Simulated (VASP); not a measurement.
# KI: K into a neighbouring K vacancy, part 3 of 5

How hard is this move in KI: K into a neighbouring K vacancy? Both ends are relaxed first, then a band of images between them. The start is a cell from a database of measured crystal structures.

VASP 6.6.1; PBEsol; plane waves and PAW (I, K_pv).

So far. Step 2 (Relax the host): The run ended after 2 ionic steps, 0.000 eV below its first step, once forces and stress met EDIFFG = -0.02. Step 3 (Relax the start): The run ended after 7 ionic steps, 0.158 eV below its first step, once the forces on the free atoms met EDIFFG = -0.05.

## (4) Relax the end

The end state is relaxed in the same way, so that both ends share their errors.

This cell carries charge -1, set by NELECT and balanced by a uniform background.

Contents of INCAR:

```
SYSTEM = K26I27
PREC = Normal
ENCUT = 280
EDIFF = 1E-05
NELM = 120
ISMEAR = 0
SIGMA = 0.05
LREAL = Auto
ALGO = Fast
GGA = PS
NELECT = 372
NBANDS = 228
LORBIT = 11
LWAVE = .FALSE.
LCHARG = .FALSE.
NCORE = 6
LASPH = .TRUE.
IBRION = 2
NSW = 60
ISIF = 2
EDIFFG = -0.05
POTIM = 0.4
MAXMIX = 40
ISYM = 0
```

Contents of POSCAR:

```
K26I27
1.0
    0.0000000000     10.5846561690     10.5846561690
   10.5846561690      0.0000000000     10.5846561690
   10.5846561690     10.5846561690      0.0000000000
I K
27 26
Direct
    0.1672944339      0.1655917176      0.1677386550
    0.1681414598      0.1665148297      0.4989626535
    0.1681008028      0.1656277583      0.8356262410
    0.1670388397      0.4994908390      0.1660564525
    0.1666999231      0.5002954571      0.4999100052
    0.1684860359      0.4970946451      0.8330815709
    0.1696221107      0.8328670131      0.1649162711
    0.1654724010      0.8327661430      0.5014987806
    0.1637089859      0.8341382853      0.8379542870
    0.4993498948      0.1643790645      0.1674811216
    0.5005655060      0.1684182329      0.4985670656
    0.4965688659      0.1701765990      0.8316414188
    0.5027352909      0.4975823498      0.1660280674
    0.5002030298      0.5032518396      0.4977843876
    0.4974377729      0.5032666716      0.8338836461
    0.4994181157      0.8315237616      0.1672040149
    0.4970406135      0.8357332612      0.5011280950
    0.4986883315      0.8341928144      0.8334214181
    0.8326338646      0.1651543628      0.1671139576
    0.8332363714      0.1661330441      0.4997060320
    0.8337144692      0.1677087446      0.8323983727
    0.8328815142      0.4991956964      0.1668602826
    0.8331262477      0.5011873441      0.4978177916
    0.8340474862      0.4999646498      0.8312098642
    0.8306672534      0.8321839547      0.1685767188
    0.8318469071      0.8321510262      0.5019768785
    0.8308792054      0.8336594977      0.8344627138
   -0.0000676235      0.0004504871     -0.0002696013
    0.0026598120     -0.0037985521      0.6674311135
    0.0017040680      0.3309588531     -0.0005347486
   -0.0006842048      0.3339046571      0.3333758386
   -0.0002963593      0.3349121898      0.6655522048
   -0.0003049269      0.6671171485     -0.0013383710
   -0.0014517622      0.6664886740      0.3343522438
   -0.0032225690      0.6679413895      0.6665630459
    0.3320365618      0.0013496674     -0.0012749878
    0.3333700020     -0.0017651903      0.3349948582
    0.3319176280     -0.0032279289      0.6687119280
    0.3290549439      0.3362326792      0.0029582696
    0.3308009998      0.3325033873      0.3357904035
    0.3331240721      0.3326924086      0.6684921880
    0.3331999371      0.6650828975      0.0010516775
    0.3324697978      0.6662548984      0.3345734489
    0.3336083293      0.6647375362      0.6659653823
    0.6665955824      0.0015488546      0.0003433376
    0.6660481112     -0.0008609426      0.3344486477
    0.6674290564     -0.0013475529      0.6692765136
    0.6666228840      0.3324677236     -0.0002544541
    0.6671851109      0.3322651923      0.3330760098
    0.6656134818      0.3349985588      0.6677202326
    0.6668404643      0.6692076224     -0.0007420841
    0.6661546987      0.6664865630      0.3323179438
    0.6654179765      0.6678490443      0.6652675274
```

Contents of KPOINTS:

```
Automatic mesh
0
Gamma
1 1 1
0 0 0
```

PAW data sets: I and K_pv (PBE family, release 64).

On the command line:

```
$ mpirun -np 6 vasp_gam
```

The program printed:

```text
[... set-up lines as in an earlier step ...]
 entering main loop
       N       E                     dE             d eps       ncg     rms          rms(c)
DAV:   1     0.265859245456E+04    0.26586E+04   -0.11577E+05   488   0.894E+02
DAV:   2     0.170651892516E+03   -0.24879E+04   -0.23963E+04   624   0.247E+02
DAV:   3    -0.139243123189E+03   -0.30990E+03   -0.30828E+03   520   0.743E+01
DAV:   4    -0.153700065319E+03   -0.14457E+02   -0.14436E+02   544   0.174E+01
DAV:   5    -0.154098931962E+03   -0.39887E+00   -0.39884E+00   624   0.361E+00BRMIX: very serious problems
 the old and the new charge density differ
 old charge density:   371.00000 new  372.00000
    0.122E+01
RMM:   6    -0.151485392248E+03    0.26135E+01   -0.41907E+00   456   0.214E+00    0.808E+00
RMM:   7    -0.151408399100E+03    0.76993E-01   -0.65174E+00   456   0.273E+00    0.323E+00
RMM:   8    -0.151403717524E+03    0.46816E-02   -0.33405E-01   456   0.867E-01    0.618E-01
RMM:   9    -0.151405255541E+03   -0.15380E-02   -0.22817E-02   457   0.275E-01    0.603E-01
RMM:  10    -0.151406184683E+03   -0.92914E-03   -0.87952E-03   464   0.160E-01    0.125E-01
RMM:  11    -0.151406673381E+03   -0.48870E-03   -0.46608E-03   465   0.106E-01    0.174E-01
RMM:  12    -0.151406688344E+03   -0.14962E-04   -0.76324E-04   538   0.455E-02    0.119E-01
RMM:  13    -0.151406662460E+03    0.25884E-04   -0.19814E-04   416   0.226E-02    0.316E-02
RMM:  14    -0.151406678475E+03   -0.16015E-04   -0.10526E-04   383   0.156E-02    0.154E-02
RMM:  15    -0.151406680033E+03   -0.15584E-05   -0.15779E-05   279   0.686E-03
   1 F= -.15140668E+03 E0= -.15140668E+03  d E =-.151407E+03
 curvature:   0.00 expect dE= 0.000E+00 dE for cont linesearch  0.000E+00
 trial: gam= 0.00000 g(F)=  0.300E-01 g(S)=  0.000E+00 ort = 0.000E+00 (trialstep = 0.100E+01)
 search vector abs. value=  0.300E-01
 bond charge predicted
       N       E                     dE             d eps       ncg     rms          rms(c)
DAV:   1    -0.151432016961E+03   -0.25338E-01   -0.14525E+00   496   0.177E+00    0.279E-01
RMM:   2    -0.151435170805E+03   -0.31538E-02   -0.34017E-02   456   0.318E-01    0.185E-01
RMM:   3    -0.151435370447E+03   -0.19964E-03   -0.43369E-03   456   0.132E-01    0.106E-01
RMM:   4    -0.151435303732E+03    0.66714E-04   -0.80244E-04   456   0.573E-02    0.869E-02
RMM:   5    -0.151435266129E+03    0.37604E-04   -0.46538E-04   456   0.324E-02    0.313E-02
RMM:   6    -0.151435282884E+03   -0.16756E-04   -0.11929E-04   393   0.164E-02    0.275E-02
RMM:   7    -0.151435287243E+03   -0.43589E-05   -0.38696E-05   322   0.106E-02
   2 F= -.15143529E+03 E0= -.15143529E+03  d E =-.286072E-01
[...]
3 F= -.15150462E+03 E0= -.15150462E+03  d E =-.979408E-01
[...]
4 F= -.15156539E+03 E0= -.15156539E+03  d E =-.158711E+00
[...]
5 F= -.15156571E+03 E0= -.15156571E+03  d E =-.159034E+00
[...]
6 F= -.15157439E+03 E0= -.15157439E+03  d E =-.867487E-02
 trial-energy change:   -0.008675  1 .order   -0.008568   -0.009402   -0.007733
 step:   8.9959(harm= 16.3134)  dis= 0.02500  next Energy=  -151.583540 (dE=-0.178E-01)
 bond charge predicted
       N       E                     dE             d eps       ncg     rms          rms(c)
DAV:   1    -0.151572267958E+03    0.21215E-02   -0.61350E+00   480   0.381E+00    0.586E-01
RMM:   2    -0.151584968864E+03   -0.12701E-01   -0.13597E-01   456   0.670E-01    0.179E-01
RMM:   3    -0.151586539918E+03   -0.15711E-02   -0.14808E-02   456   0.260E-01    0.925E-02
RMM:   4    -0.151586834027E+03   -0.29411E-03   -0.28941E-03   456   0.118E-01    0.611E-02
RMM:   5    -0.151586924740E+03   -0.90713E-04   -0.79706E-04   456   0.611E-02    0.750E-02
RMM:   6    -0.151586923803E+03    0.93653E-06   -0.31612E-04   456   0.370E-02    0.395E-02
RMM:   7    -0.151586926604E+03   -0.28008E-05   -0.70116E-05   406   0.191E-02
   7 F= -.15158693E+03 E0= -.15158693E+03  d E =-.212129E-01
 curvature:  -6.43 expect dE=-0.454E-02 dE for cont linesearch -0.299E-02
 trial: gam=-0.19268 g(F)=  0.706E-03 g(S)=  0.000E+00 ort = 0.130E-02 (trialstep = 0.412E+01)
 search vector abs. value=  0.340E-03
 reached required accuracy - stopping structural energy minimisation
```

Wall time 6.9 min (6 MPI ranks of AMD EPYC 7R43, shared host); peak memory 1.2 GiB.

From OUTCAR (step 4):

```text
NELECT = 372

 ion  position               nearest neighbor table
   1  0.167  0.166  0.168-  39 3.52  36 3.53  37 3.53  30 3.53  31 3.53
   2  0.168  0.167  0.499-  40 3.48  37 3.52  38 3.53  31 3.54  32 3.55  29 3.55
   3  0.168  0.166  0.836-  36 3.46  30 3.48  41 3.52  28 3.53  38 3.55  32 3.58
   4  0.167  0.499  0.166-  39 3.45  42 3.51  31 3.53  40 3.53  33 3.54  34 3.55
   5  0.167  0.500  0.500-  43 3.51  40 3.51  32 3.52  34 3.53  35 3.54  41 3.55
   6  0.168  0.497  0.833-  41 3.48  39 3.50  44 3.52  30 3.52  33 3.55  35 3.58
   7  0.170  0.833  0.165-  36 3.50  42 3.51  43 3.52  28 3.54  34 3.57
   8  0.165  0.833  0.501-  29 3.49  44 3.52  37 3.53  43 3.53  35 3.53
   9  0.164  0.834  0.838-  28 3.47  38 3.50  33 3.50  29 3.51  42 3.52  44 3.61
  10  0.499  0.164  0.167-  45 3.49  37 3.52  46 3.53  39 3.54  48 3.55  40 3.56
  11  0.501  0.168  0.499-  49 3.50  40 3.52  46 3.53  41 3.54  47 3.57  38 3.60
  12  0.497  0.170  0.832-  41 3.46  36 3.53  50 3.53  47 3.54  39 3.57  45 3.59
  13  0.503  0.498  0.166-  48 3.51  49 3.51  42 3.54  51 3.55  40 3.57  43 3.57
  14  0.500  0.503  0.498-  52 3.48  44 3.49  43 3.50  50 3.55  49 3.55  41 3.57
  15  0.497  0.503  0.834-  42 3.48  44 3.51  53 3.52  50 3.54  48 3.55  39 3.55
  16  0.499  0.832  0.167-  51 3.50  52 3.51  43 3.52  37 3.54  36 3.56  45 3.57
  17  0.497  0.836  0.501-  38 3.48  37 3.49  46 3.52  53 3.52  44 3.54  52 3.58
  18  0.499  0.834  0.833-  38 3.51  36 3.52  47 3.53  51 3.54  53 3.54  42 3.54
  19  0.833  0.165  0.167-  28 3.52  46 3.52  49 3.53  48 3.53  30 3.54
  20  0.833  0.166  0.500-  49 3.52  47 3.53  31 3.53  50 3.57  29 3.57
  21  0.834  0.168  0.832-  48 3.52  50 3.52  32 3.53  45 3.53  28 3.53  29 3.56
  22  0.833  0.499  0.167-  49 3.52  52 3.52  31 3.52  51 3.53  33 3.54  30 3.55
  23  0.833  0.501  0.498-  34 3.50  31 3.51  52 3.52  50 3.53  53 3.54  32 3.54
  24  0.834  0.500  0.831-  32 3.50  35 3.50  53 3.54  48 3.55  30 3.56  51 3.57
  25  0.831  0.832  0.169-  52 3.50  45 3.52  46 3.52  34 3.53  33 3.55  28 3.57
  26  0.832  0.832  0.502-  35 3.49  53 3.50  34 3.53  46 3.53  47 3.53
  27  0.831  0.834  0.834-  51 3.48  47 3.48  33 3.53  35 3.53  45 3.53  29 3.54
  28  1.000  0.000  1.000-   9 3.47  19 3.52   3 3.53  21 3.53   7 3.54  25 3.57  30 4.96  38 4.96
                            36 4.97  45 4.98  48 4.98  29 4.99  33 5.00  34 5.00  46 5.00  32 5.00
  29  0.003  0.996  0.667-   8 3.49   9 3.51  27 3.54   2 3.55  21 3.56  20 3.57  33 4.94  38 4.94
                            44 4.96  37 4.96  35 4.96  28 4.99  47 4.99  45 5.01  31 5.03  32 5.03
  30  0.002  0.331  0.999-   3 3.48   6 3.52   1 3.53  19 3.54  22 3.55  24 3.56  36 4.94  41 4.96
                            28 4.96  39 4.97  32 4.98  49 5.00  48 5.00  31 5.00  33 5.01  35 5.01
  31  0.999  0.334  0.333-  23 3.51  22 3.52   4 3.53  20 3.53   1 3.53   2 3.54  39 4.94  40 4.97
                            34 4.98  52 4.98  32 4.98  49 4.99  33 5.00  50 5.00  30 5.00  37 5.01
  32  1.000  0.335  0.666-  24 3.50   5 3.52  21 3.53  23 3.54   2 3.55   3 3.58  40 4.95  34 4.96
                            35 4.97  31 4.98  30 4.98  50 4.98  53 4.99  48 4.99  41 5.00  28 5.00
  33  1.000  0.667  0.999-   9 3.50  27 3.53  22 3.54   4 3.54  25 3.55   6 3.55  39 4.94  29 4.94
                            51 4.96  35 4.99  44 4.99  52 4.99  42 4.99  45 5.00  31 5.00  28 5.00
[...]
53  0.665  0.668  0.665-  26 3.50  17 3.52  15 3.52  23 3.54  18 3.54  24 3.54  46 4.96  38 4.96
                            50 4.96  34 4.97  35 4.97  44 4.99  52 4.99  32 4.99  47 5.00  42 5.00

 Found      1 irreducible k-points:

 E-fermi :  -1.0621

 k-point     1 :       0.0000    0.0000    0.0000
  band No.  band energies     occupation
    ...
    182      -1.3473      2.00000
    183      -1.3456      2.00000
    184      -1.3377      2.00000
    185      -1.3371      2.00000
    186      -1.3362      2.00000
    187       2.4034      0.00000
    188       3.6065      0.00000
    189       3.6071      0.00000
    190       3.6225      0.00000
    191       3.6959      0.00000
    ...

  Total        4.0018940      4.0017486      4.0628048      0.0229172      0.0149209     -0.0082933
  in kB        2.7034348      2.7033366      2.7445824      0.0154814      0.0100796     -0.0056024
  external PRESSURE =       2.7171180 kB  Pullay stress =       0.0000000 kB

 POSITION                                       TOTAL-FORCE (eV/Angst)
 -----------------------------------------------------------------------------------
      3.53379      3.53599      3.61396        -0.004057     -0.011156      0.015916
      7.06877      7.07282      3.53736        -0.007690     -0.007123     -0.002952
     10.56481     10.56880      3.54040         0.012435      0.010589     -0.006461
      7.07657      3.52736      7.04116         0.007338      0.001641     -0.013217
     10.57378      7.07135      7.04407        -0.004246     -0.009389      0.002286
     14.10526     10.57007      7.04484         0.004504     -0.013555     -0.020751
     10.48643      3.53445     10.58680        -0.014494      0.000414      0.000979
     14.10766      7.14967     10.56568         0.005238      0.018432      0.003262
     17.65966     10.59083     10.56059         0.002907     -0.020333      0.018294
      3.53277      7.06049      7.03363         0.002376      0.010383     -0.006063
      7.07646     10.56963      7.03791        -0.006280      0.002372      0.003799
     10.60112     14.10412      7.05728        -0.015794     -0.005186     -0.013971
      7.05183      7.07125     10.58005         0.028511      0.020856     -0.004667
     10.57624     10.57140     10.58883        -0.012769     -0.005563     -0.003149
     14.12696     14.10468     10.58072        -0.011876      0.006139     -0.008734
     10.56504      7.06526     14.12031        -0.001660     -0.002742      0.000074
     14.12074     10.56758     14.10767        -0.005109     -0.016189      0.011146
     17.64989     14.11179     14.11878         0.008435      0.003129      0.012727
      3.52304     10.48942     10.57258         0.002655     -0.026345     -0.000672
      7.15749     14.11890     10.57711         0.019907      0.000391      0.000322
     10.57096     17.64828     10.59216        -0.003693      0.011589     -0.006578
      7.05970     10.56111     14.12201         0.001624      0.002526     -0.006806
     10.57492     14.09769     14.11754        -0.012002      0.003905      0.010175
     14.10846     17.63969     14.11730         0.006126      0.015625      0.007973
     10.57146     10.56203     17.60513         0.004680      0.000263      0.014347
     14.12188     14.10931     17.53826         0.002079     -0.001540     -0.020947
     17.66777     17.65281     17.62116        -0.009765     -0.005148      0.000687
     10.64444     10.64199     21.15870        -0.005958      0.001111     -0.000184
     17.58444      7.01531     10.58024        -0.000688     -0.008759     -0.001428
      3.51958      0.05692      3.46443         0.001525     -0.002858      0.002871
      7.00427     14.10959     14.05114         0.000312      0.002139      0.000033
     10.58455     17.63211     14.11589         0.007741     -0.006409     -0.010292
     17.63211     21.16705     17.63265         0.000515      0.010448      0.006050
     10.64229     14.10654     17.69577         0.007306      0.002908     -0.001580
     14.11956     17.58109     17.68012        -0.001512      0.000363      0.006375
      0.05593      3.52945      3.47994         0.002116     -0.005031     -0.004017
     14.10662      7.00569     14.04270         0.005757     -0.004519      0.001641
     17.64439     10.59043     14.09189        -0.011378      0.003287     -0.000128
[...]
-----------------------------------------------------------------------------------
    total drift:                               -0.018159     -0.044820     -0.033230

  FREE ENERGIE OF THE ION-ELECTRON SYSTEM (eV)
  ---------------------------------------------------
  free  energy   TOTEN  =      -151.5869266041 eV

  energy  without entropy=     -151.5869266041  energy(sigma->0) =     -151.58692660

 total charge
# of ion       s       p       d       tot
------------------------------------------
    1        1.491   2.847   0.001   4.340
    2        1.491   2.847   0.001   4.340
    3        1.491   2.847   0.001   4.340
    4        1.491   2.845   0.001   4.338
    5        1.491   2.848   0.001   4.340
    6        1.491   2.845   0.001   4.338
    7        1.491   2.847   0.001   4.340
    8        1.491   2.847   0.001   4.340
    9        1.491   2.845   0.001   4.338
   10        1.491   2.845   0.001   4.337
   11        1.491   2.847   0.001   4.340
   12        1.491   2.845   0.001   4.338
   13        1.491   2.845   0.001   4.338
   14        1.491   2.845   0.001   4.337
   15        1.491   2.845   0.001   4.337
   16        1.491   2.848   0.001   4.340
   17        1.491   2.845   0.001   4.338
   18        1.491   2.845   0.001   4.338
   19        1.491   2.847   0.001   4.340
   20        1.492   2.847   0.001   4.339
   21        1.491   2.845   0.001   4.337
   22        1.491   2.847   0.001   4.340
   23        1.491   2.845   0.001   4.337
   24        1.491   2.845   0.001   4.337
   25        1.491   2.847   0.001   4.339
   26        1.491   2.847   0.001   4.339
   27        1.491   2.848   0.001   4.340
   28        0.068   6.069   0.063   6.200
   29        0.067   6.069   0.063   6.200
   30        0.067   6.069   0.063   6.199
   31        0.068   6.070   0.063   6.200
   32        0.069   6.072   0.064   6.205
   33        0.069   6.073   0.065   6.207
   34        0.067   6.069   0.063   6.199
   35        0.068   6.070   0.063   6.202
   36        0.068   6.069   0.063   6.200
   37        0.068   6.070   0.063   6.201
[...]
--------------------------------------------------
tot         42.053 234.733   1.703 278.489

[... 6 parts as in an earlier step ...]

[... 1 further part left out ...]
```

Relaxation path:

```tsv
step	energy less that of the first step (eV)	largest force (eV/Å)
1	0.0000	0.2124
2	-0.0286	0.2011
3	-0.0979	0.1526
4	-0.1587	0.0733
5	-0.1590	0.0836
6	-0.1677	0.0697
7	-0.1802	0.0395
```

The atoms that moved most (Å):

```tsv
atom	dx	dy	dz	length
I20	0.110	0.010	-0.001	0.110
I19	0.006	-0.093	0.011	0.093
I8	-0.015	0.090	0.000	0.091
I1	0.006	-0.010	0.090	0.091
K34	0.049	-0.002	0.072	0.087
K37	-0.005	-0.069	-0.052	0.086
K28	0.058	0.061	-0.015	0.085
K31	-0.059	0.004	-0.061	0.084
```

Numbers from this step:

- electronic cycles: 74
- free energy (TOTEN): -151.5869 eV
- Fermi energy: -1.062 eV
- gap on the k-mesh: 3.740 eV
- least direct gap on the k-mesh: 3.740 eV

The run ended after 7 ionic steps, 0.180 eV below its first step, once the forces on the free atoms met EDIFFG = -0.05.

[end of part 3 of 5]

[Lines on the potential files, build, host, timing and source positions are cut from VASP's logs without a mark.]

[Logs are printed without paths, hosts, clocks, repeated set-up lines and the standing remarks that a program may print on its own settings, such as how far it seeks lower states.]

[Hosts, paths, dates, database ids (printed as entryN), source tags and the programs' standing remarks are cut or masked in the printed files.]

[Runs that stopped without an error message from VASP are left out.]
